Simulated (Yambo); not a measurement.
# GaN (F-43m) in Yambo: notebook

Runs on GaN. Level: PBE. Tasks: G0W0 quasiparticle levels, optical spectrum, optical spectrum by the Bethe-Salpeter equation.

Program: Yambo 5.3.0. These are calculated values, not measurements. Logs are shortened: lines on timing, memory, paths and dates and some standing lists are left out, and cuts for length are marked.

**The experiment to reproduce.**

From a printed reference work, textbook, for a bulk crystal of GaN at 0 K: band gap 3.299 eV (direct).

How close the calculation comes is told below.

**1. The structure**

The structure is cubic, space group F-43m (No. 216). Conventional cell: a = 4.507 Å, b = 4.507 Å, c = 4.507 Å, α = 90.00°, β = 90.00°, γ = 90.00°. Ga (site symmetry -43m) is surrounded by 4 N at 1.95 Å. N (site symmetry -43m) is surrounded by 4 Ga at 1.95 Å.

The cell is a database's computed one.

**2. G0W0 quasiparticle levels, PBE**

Contents of g0w00.in:

```
gw0
dyson
el_el_corr
rim_cut
HF_and_locXC
ppa
em1d
RandQpts= 1000000
RandGvec= 50 RL
EXXRLvcs= 84 Ry
VXCRLvcs= 84 Ry
Chimod= "HARTREE"
% BndsRnXp
 1 | 89 |
%
NGsBlkXp= 8 Ry
% LongDrXp
 1 | 1 | 1 |
%
PPAPntXp= 27.21138 eV
% GbndRnge
 1 | 89 |
%
GTermKind= "BG"
DysSolver= "n"
ExtendOut
% QPkrange
 1 | 8 | 6 | 13 |
%
```

Contents of scf.in:

```
&CONTROL
  calculation = 'scf'
  prefix = 'pwscf'
  outdir = './tmp'
  pseudo_dir = './pseudo'
/
&SYSTEM
  ibrav = 0
  nat = 2
  ntyp = 2
  ecutwfc = 84
  nbnd = 15
  occupations = 'smearing'
  smearing = 'fd'
  degauss = 0.00367493
  force_symmorphic = .true.
/
&ELECTRONS
  conv_thr = 4d-10
  electron_maxstep = 120
  mixing_beta = 0.5
/
ATOMIC_SPECIES
Ga    69.7230 Ga.upf
N     14.0070 N.upf
CELL_PARAMETERS bohr
   0.0000000000    4.2584989699    4.2584989699
   4.2584989699    0.0000000000    4.2584989699
   4.2584989699    4.2584989699    0.0000000000
ATOMIC_POSITIONS bohr
Ga     0.0000000000    0.0000000000    0.0000000000
N      2.1292494849    2.1292494849    2.1292494849
K_POINTS automatic
4 4 4 0 0 0
```

Contents of nscf.in:

```
&CONTROL
  calculation = 'nscf'
  prefix = 'pwscf'
  outdir = './tmp'
  pseudo_dir = './pseudo'
/
&SYSTEM
  ibrav = 0
  nat = 2
  ntyp = 2
  ecutwfc = 84
  nbnd = 89
  occupations = 'fixed'
  force_symmorphic = .true.
/
&ELECTRONS
  conv_thr = 1d-08
  diago_full_acc = .true.
  diago_thr_init = 1d-06
/
ATOMIC_SPECIES
Ga    69.7230 Ga.upf
N     14.0070 N.upf
CELL_PARAMETERS bohr
   0.0000000000    4.2584989699    4.2584989699
   4.2584989699    0.0000000000    4.2584989699
   4.2584989699    4.2584989699    0.0000000000
ATOMIC_POSITIONS bohr
Ga     0.0000000000    0.0000000000    0.0000000000
N      2.1292494849    2.1292494849    2.1292494849
K_POINTS automatic
4 4 4 0 0 0
```

Potentials or basis: PseudoDojo 0.5 SR PBE standard.

Run with:

```console
$ OMP_NUM_THREADS=1 pw.x -in scf.in > scf.out
$ OMP_NUM_THREADS=1 pw.x -in nscf.in > nscf.out
$ cd tmp/pwscf.save; p2y; mv SAVE ../..; cd ../..
$ OMP_NUM_THREADS=1 yambo
$ OMP_NUM_THREADS=1 yambo -F g0w00.in -J g0w00 -C g0w00_out
```

Yambo's report:

```text
[... sections 02.01 to 02.04 as in the set-up run ...]

  [02.05] Energies & Occupations
  ==============================

  [X] === General ===
  [X] Electronic Temperature                        :  0.000000  0.000000 [eV K]
  [X] Bosonic    Temperature                        :  0.000000  0.000000 [eV K]
  [X] Finite Temperature mode                       : no
  [X] El. density                                   :  0.78645E+24 [cm-3]
  [X] Fermi Level                                   :  10.63662 [eV]

  [X] === Gaps and Widths ===
  [X] Conduction Band Min                           :  1.739653 [eV]
  [X] Valence Band Max                              :  0.000000 [eV]
  [X] Filled Bands                                  :   9
  [X] Empty Bands                                   :   10   89
  [X] Direct Gap                                    :  1.739653 [eV]
  [X] Direct Gap localized at k                     :  1
  [X] Indirect Gap                                  :  1.739653 [eV]
  [X] Indirect Gap between kpts                     :  1  1
  [X] Last valence band width                       :  3.640321 [eV]
  [X] 1st conduction band width                     :  4.729393 [eV]

 [03] Transferred momenta grid and indexing
 ==========================================

 IBZ Q-points                                      :   8
 BZ  Q-points                                      :   64

 K/Q-points units:
 rlu = crystal or reduced units; cc = cartesian coordinates; iku = interal k-units

 Q [1]          [rlu]:  0.000000  0.000000  0.000000
 Q [2]          [rlu]: -0.28024E-16 -0.28024E-16  0.25000
 Q [3]          [rlu]:  0.56049E-16  0.56049E-16 -0.50000
 Q [4]          [rlu]:  0.17655E-16  0.25000      0.25000
 Q [5]          [rlu]:  0.11446E-16  0.25000      0.50000
 Q [6]          [rlu]:  0.53784E-18  0.25000     -0.25000
 Q [7]          [rlu]: -0.35309E-16 -0.50000     -0.50000
 Q [8]          [rlu]:  0.250000 -0.500000 -0.250000

 [04] Coloumb potential Random Integration (RIM)
 ===============================================

  [04.01] RIM initialization
  ==========================

  * Diagonal components only detected *

  8 x (sBL volume)        :  0.200747 [a.u.]
  sBZ random points       :  1000000
  Points outside the sBZ  :   7968281
  RL volume               :  1.605979 [a.u.]
  Integrated volume       :  1.612372 [a.u.]

  [04.02] RIM integrals
  =====================

  Gamma point sphere radius             :  0.106210 [a.u.]
  Points outside the sphere             :   800476
  [Int_sBZ(q=0) 1/q^2]*(Vol_sBZ)^(-1/3) =:  7.776341
                                 should be <:  7.795600
  [WR./g0w00//ndb.RIM]------------------------------------------------------------
   Brillouin Zone Q/K grids (IBZ/BZ)                :    8   64    8   64
   Coulomb cutoff potential                         : none
   Coulombian RL components                         :   51
   Coulombian diagonal components                   : yes
   RIM random points                                :  1000000
   RIM  RL volume             [a.u.]                :  1.612372
   Real RL volume             [a.u.]                :  1.605979
   Eps^-1 reference component                       : 0
   Eps^-1 components                                :  0.000000  0.000000  0.000000
   RIM anysotropy factor                            :  0.000000

  Summary of Coulomb integrals for non-metallic bands |Q|[au] RIM/Bare

  Q [1] 0.100000E-4 0.997530 * Q [2] 0.319443 1.068930
  Q [4] 0.368862 1.068679 * Q [6] 0.521649 1.029814
  Q [5] 0.611688 1.023420 * Q [3] 0.638887 1.020347
  Q [7] 0.737723 1.016896 * Q [8] 0.824799 1.013834

 [05] Dipoles
 ============

  [05.01] Setup: observables and procedures
  =========================================

  [WF-Oscillators/G space/Transverse up loader] Normalization (few states)  min/max  :  0.71524E-17   1.0000

  [WR./g0w00//ndb.dipoles]--------------------------------------------------------
[... 182 lines left out ...]
  [Hartree-Fock] Valence Band Max                   : -3.071155 [eV]
  [Hartree-Fock] Filled Bands                       :   9
  [Hartree-Fock] Empty Bands                        :   10   89
  [Hartree-Fock] Direct Gap                         :  8.943103 [eV]
  [Hartree-Fock] Direct Gap localized at k          :  1
  [Hartree-Fock] Indirect Gap                       :  8.943103 [eV]
  [Hartree-Fock] Indirect Gap between kpts          :  1  1
  [Hartree-Fock] Last valence band width            :  5.253935 [eV]
  [Hartree-Fock] 1st conduction band width          :  6.083766 [eV]

 [08] Dyson equation: Newton solver
 ==================================

 [WARNING] Response block size in GW reduced to 65      RL (4353    mHa)

  [08.01] G0W0 (W PPA)
  ====================

  [  GW  ] Bands range     :    1   89
  [GW/PPA] G damping       :  0.100000 [eV]

  QP @ state[ 1 ] K range:   1   8
  QP @ state[ 1 ] b range:   6  13

   Current Q-pt index             :  1
   :: PP condition fails/total    :  0.426036
   :: Time ordering fails/rest    :  0.501031
   :: Mean rel dev of PP cond     :  0.426065
   Current Q-pt index             :  2
   :: PP condition fails/total    :  0.435030
   :: Time ordering fails/rest    :  0.499372
   :: Mean rel dev of PP cond     :  0.435067
   Current Q-pt index             :  3
   :: PP condition fails/total    :  0.453491
   :: Time ordering fails/rest    :  0.501083
   :: Mean rel dev of PP cond     :  0.453485
   Current Q-pt index             :   4
[... 5 lines left out ...]
   :: Time ordering fails/rest    :  0.500650
   :: Mean rel dev of PP cond     :  0.453495
   Current Q-pt index             :   6
   :: PP condition fails/total    :  0.444024
   :: Time ordering fails/rest    :  0.501916
   :: Mean rel dev of PP cond     :  0.444055
   Current Q-pt index             :   7
   :: PP condition fails/total    :  0.453018
   :: Time ordering fails/rest    :  0.497620
   :: Mean rel dev of PP cond     :  0.452982
   Current Q-pt index             :   8
   :: PP condition fails/total    :  0.438817
   :: Time ordering fails/rest    :  0.498524
   :: Mean rel dev of PP cond     :  0.438830

  [08.02] QP properties and I/O
  =============================

  Legend (energies in eV)
  - B  : Band       - Eo  : bare energy
  - E  : QP energy  - Z   : Renormalization factor
  - So : Sc(Eo)     - S   : Sc(E)
  - dSp: Sc derivative precision

  - lXC: Local XC (Perdew, Burke & Ernzerhof(X)+Perdew, Burke & Ernzerhof(C))
  -nlXC: non-Local XC (Hartree-Fock)

  QP [eV] @ K [1] (iku):  0.000000  0.000000  0.000000
   B=6 Eo=-13.31 E=-11.25 E-Eo=  2.06 Re(Z)=0.79 Im(Z)=-0.151085E-1 nlXC= -32.6808 lXC= -28.7019 So=  6.59875
   B=7 Eo= -0.00 E= -0.13 E-Eo= -0.13 Re(Z)=0.79 Im(Z)=-0.117681E-2 nlXC= -21.3716 lXC= -18.3004 So=  2.90111
   B=8 Eo= -0.00 E= -0.14 E-Eo= -0.14 Re(Z)=0.79 Im(Z)=-0.117658E-2 nlXC= -21.3716 lXC= -18.3004 So=  2.89371
   B=9 Eo=  0.00 E= -0.14 E-Eo= -0.14 Re(Z)=0.79 Im(Z)=-0.117658E-2 nlXC= -21.3716 lXC= -18.3004 So=  2.89434
   B=10 Eo=  1.74 E=  1.96 E-Eo=  0.22 Re(Z)=0.82 Im(Z)=-0.990617E-3 nlXC= -9.79699 lXC= -13.9293 So= -3.86205
   B=11 Eo= 10.31 E= 10.17 E-Eo= -0.14 Re(Z)=0.83 Im(Z)=  0.02830 nlXC= -7.23642 lXC=-11.98467 So= -4.91982
   B=12 Eo= 10.31 E= 10.17 E-Eo= -0.14 Re(Z)=0.83 Im(Z)=  0.03627 nlXC= -7.23640 lXC=-11.98467 So= -4.91773
   B=13 Eo= 10.31 E= 10.17 E-Eo= -0.14 Re(Z)=0.83 Im(Z)=  0.04167 nlXC= -7.23640 lXC=-11.98467 So= -4.91856
[... 11 lines left out ...]
  QP [eV] @ K [3] (iku): -0.250000 -0.250000  0.250000
   B=6 Eo=-11.98 E=-11.08 E-Eo=  0.91 Re(Z)=0.82 Im(Z)=  0.19939 nlXC=-29.80199 lXC=-24.11454 So=  6.80643
   B=7 Eo= -7.05 E= -8.33 E-Eo= -1.28 Re(Z)=0.76 Im(Z)=  0.03536 nlXC=-19.36543 lXC=-13.44024 So=  4.23403
   B=8 Eo= -0.97 E= -1.43 E-Eo= -0.46 Re(Z)=0.79 Im(Z)=-0.125089E-2 nlXC= -21.0426 lXC= -17.3112 So=  3.14946
   B=9 Eo= -0.97 E= -1.43 E-Eo= -0.46 Re(Z)=0.79 Im(Z)=-0.125052E-2 nlXC= -21.0425 lXC= -17.3112 So=  3.14306
   B=10 Eo=  4.64 E=  4.84 E-Eo=  0.20 Re(Z)=0.82 Im(Z)=-0.128303E-2 nlXC= -8.59198 lXC= -13.3374 So= -4.50272
   B=11 Eo=  8.72 E=  9.70 E-Eo=  0.98 Re(Z)=0.84 Im(Z)= -0.01676 nlXC= -7.87080 lXC=-14.51077 So= -5.47763
   B=12 Eo= 10.36 E= 10.59 E-Eo=  0.23 Re(Z)=0.83 Im(Z)= 0.887027E-2 nlXC= -6.55983 lXC= -11.8559 So= -5.01983
   B=13 Eo= 10.36 E= 10.59 E-Eo=  0.23 Re(Z)=0.83 Im(Z)= 0.884633E-2 nlXC= -6.55985 lXC= -11.8559 So= -5.01957

  QP [eV] @ K [4] (iku):  0.250000  0.000000  0.000000
   B=6 Eo=-13.08 E=-11.80 E-Eo=  1.28 Re(Z)=0.75 Im(Z)= 0.207876E-1 nlXC= -30.7265 lXC= -25.7448 So=  6.68550
   B=7 Eo= -3.43 E= -3.99 E-Eo= -0.55 Re(Z)=0.79 Im(Z)= 0.772843E-3 nlXC= -20.7071 lXC= -16.6597 So=  3.34630
   B=8 Eo= -1.49 E= -2.05 E-Eo= -0.56 Re(Z)=0.79 Im(Z)=-0.131881E-2 nlXC= -20.6430 lXC= -16.7357 So=  3.19772
   B=9 Eo= -1.49 E= -2.06 E-Eo= -0.57 Re(Z)=0.79 Im(Z)=-0.131771E-2 nlXC= -20.6430 lXC= -16.7357 So=  3.18199
   B=10 Eo=  4.58 E=  4.98 E-Eo=  0.40 Re(Z)=0.81 Im(Z)=-0.106850E-2 nlXC= -9.05503 lXC= -13.6914 So= -4.14975
   B=11 Eo=  7.40 E=  7.61 E-Eo=  0.22 Re(Z)=0.82 Im(Z)=-0.889937E-2 nlXC= -8.07524 lXC= -13.1978 So= -4.85901
   B=12 Eo= 11.61 E= 12.20 E-Eo=  0.59 Re(Z)=0.83 Im(Z)= 0.450201E-2 nlXC= -4.65728 lXC= -10.6603 So= -5.29064
   B=13 Eo= 11.99 E= 12.25 E-Eo=  0.26 Re(Z)=0.78 Im(Z)= -0.03239 nlXC= -7.33646 lXC=-13.26880 So= -5.60176
[... 31 lines left out ...]
  QP [eV] @ K [8] (iku): -0.500000  0.250000  0.000000
   B=6 Eo=-11.25 E=-10.66 E-Eo=  0.59 Re(Z)=0.71 Im(Z)= -0.13255 nlXC=-29.45087 lXC=-23.44290 So=  6.82538
   B=7 Eo= -5.70 E= -6.85 E-Eo= -1.15 Re(Z)=0.77 Im(Z)=-0.149972E-1 nlXC= -20.1689 lXC= -14.7776 So=  3.89739
   B=8 Eo= -3.70 E= -4.51 E-Eo= -0.81 Re(Z)=0.77 Im(Z)= 0.149219E-2 nlXC= -19.7709 lXC= -15.1358 So=  3.58717
   B=9 Eo= -3.64 E= -4.76 E-Eo= -1.12 Re(Z)=0.83 Im(Z)=  0.02537 nlXC=-18.84768 lXC=-14.16291 So=  3.33367
   B=10 Eo=  6.22 E=  6.99 E-Eo=  0.78 Re(Z)=0.81 Im(Z)=-0.169133E-2 nlXC= -8.00611 lXC= -13.3420 So= -4.38317
   B=11 Eo=  8.39 E=  9.19 E-Eo=  0.80 Re(Z)=0.79 Im(Z)=-0.125428E-3 nlXC= -10.2606 lXC= -16.6670 So= -5.39163
   B=12 Eo= 10.27 E= 10.42 E-Eo=  0.16 Re(Z)=0.91 Im(Z)= -0.04820 nlXC= -6.62217 lXC=-12.16133 So= -5.36410
   B=13 Eo= 11.12 E= 11.82 E-Eo=  0.70 Re(Z)=0.78 Im(Z)=-0.252435E-2 nlXC= -5.99358 lXC= -12.2680 So= -5.37923

  [WR./g0w00//ndb.QP]-------------------------------------------------------------
   Lattice constants                                :  4.258499  4.258499  4.258499
   Coulomb cutoff potential                         : none
   Electronic Temperature                           :  0.000000 [K]
   Bosonic    Temperature                           :  0.000000 [K]
   Green`s function   energies                      : Perdew, Burke & Ernzerhof(X)+Perdew, Burke & Ernzerhof(C)
   wavefunctions                                    : Perdew, Burke & Ernzerhof(X)+Perdew, Burke & Ernzerhof(C)
   PPA    diel. fun.  energies                      : Perdew, Burke & Ernzerhof(X)+Perdew, Burke & Ernzerhof(C)
   wavefunctions                                    : Perdew, Burke & Ernzerhof(X)+Perdew, Burke & Ernzerhof(C)
   QP tot states                                    :   64
   GW solver                                        : Newton
   GW approximation                                 : PPA
   PPA imaginary Energy                             :  27.21138 ev
   RIM G`s                                          :   51
   RIM random pts                                   :  1000000
   dS/dw steps                                      :  2
   dS/dw step                                       :  0.100000 ev
   X G`s                                            :   65 used
   X G`s                                            :   65 disk
   X bands                                          :    1   89
   X poles                                          :  100.0000 o/o
   X e/h E range                                    : -1.000000 -1.000000 ev
   X Hxc Kernel                                     : HARTREE
   X BZ energy Double Grid                          : no
   X Optical Averaged directions                    : none
   Sc/G bands                                       :    1   89
   Sc/G damping                                     :  0.100000 ev
   Sc bands terminator                              : yes
   Sc terminator kind                               : BG
   Sc Terminator pole                               :  40.81708
   Sx RL components                                 :  2085

   QP @ state[ 1 ] K range                          :   1   8
   QP @ state[ 1 ] b range                          :   6  13
   GF energies kind                                 : Perdew, Burke & Ernzerhof(X)+Perdew, Burke & Ernzerhof(C)
   GF WF`s kind                                     : Perdew, Burke & Ernzerhof(X)+Perdew, Burke & Ernzerhof(C)
   Xs energies kind                                 : Perdew, Burke & Ernzerhof(X)+Perdew, Burke & Ernzerhof(C)
   Xs WF`s kind                                     : Perdew, Burke & Ernzerhof(X)+Perdew, Burke & Ernzerhof(C)
```

It took 2.1 min on 1 thread of Arm Neoverse V2, shared host; peak memory 0.33 GiB.

What came out:

```
Band gap on the k mesh, mean-field level          : 1.74 eV, direct
Quasiparticle gap                                 : 2.10 eV
Least direct quasiparticle gap                    : 2.10 eV
Quasiparticle gap at Γ                            : 2.10 eV
Band gap of the same states before the correction : 1.74 eV
```

Quasiparticle terms (eV):
```
               k point  band  Kohn-Sham level     Vxc      Σx     Σc     Z  result
 (0.000, 0.000, 0.000)     6           -13.31  -28.70  -32.68   6.60  0.79  -11.25
 (0.000, 0.000, 0.000)     7             0.00  -18.30  -21.37   2.90  0.79   -0.13
 (0.000, 0.000, 0.000)     8             0.00  -18.30  -21.37   2.89  0.79   -0.14
 (0.000, 0.000, 0.000)     9             0.00  -18.30  -21.37   2.89  0.79   -0.14
 (0.000, 0.000, 0.000)    10             1.74  -13.93   -9.80  -3.86  0.82    1.96
 (0.000, 0.000, 0.000)    11            10.31  -11.98   -7.24  -4.92  0.83   10.17
 (0.000, 0.000, 0.000)    12            10.31  -11.98   -7.24  -4.92  0.83   10.17
 (0.000, 0.000, 0.000)    13            10.31  -11.98   -7.24  -4.92  0.83   10.17
 (0.000, 0.000, 0.250)     6           -13.22  -26.09  -30.98   6.69  0.70  -11.96
 (0.000, 0.000, 0.250)     7            -3.86  -15.86  -20.23   3.45  0.83   -4.62
 (0.000, 0.000, 0.250)     8            -0.52  -17.74  -21.15   3.02  0.79   -0.83
 (0.000, 0.000, 0.250)     9            -0.52  -17.74  -21.15   3.01  0.79   -0.83
 (0.000, 0.000, 0.250)    10             4.07  -14.25   -9.65  -4.20  0.81    4.40
 (0.000, 0.000, 0.250)    11             8.79  -13.41   -7.76  -5.10  0.81    9.23
 (0.000, 0.000, 0.250)    12            10.77  -12.21   -7.04  -5.09  0.84   10.83
 (0.000, 0.000, 0.250)    13            10.77  -12.21   -7.04  -5.09  0.84   10.83
(0.000, 0.000, -0.500)     6           -11.98  -24.11  -29.80   6.81  0.82  -11.08
(0.000, 0.000, -0.500)     7            -7.05  -13.44  -19.37   4.23  0.76   -8.33
(0.000, 0.000, -0.500)     8            -0.97  -17.31  -21.04   3.15  0.79   -1.43
(0.000, 0.000, -0.500)     9            -0.97  -17.31  -21.04   3.14  0.79   -1.43
```

Caveat: the k mesh is coarse (spacing up to 0.60 Å⁻¹), so the values aren't converged; mesh, valence shells or block size may be too small for converged GW; the basis isn't converged for GW; the potentials hold a filled d shell without the s and p states of that shell, which can shift GW gaps by tenths of an eV, either way; this version prints the column dSc/dw multiplied by 27.2; the terminator is approximate in this version, by hundredths of an eV.

[end of part 1 of 3]
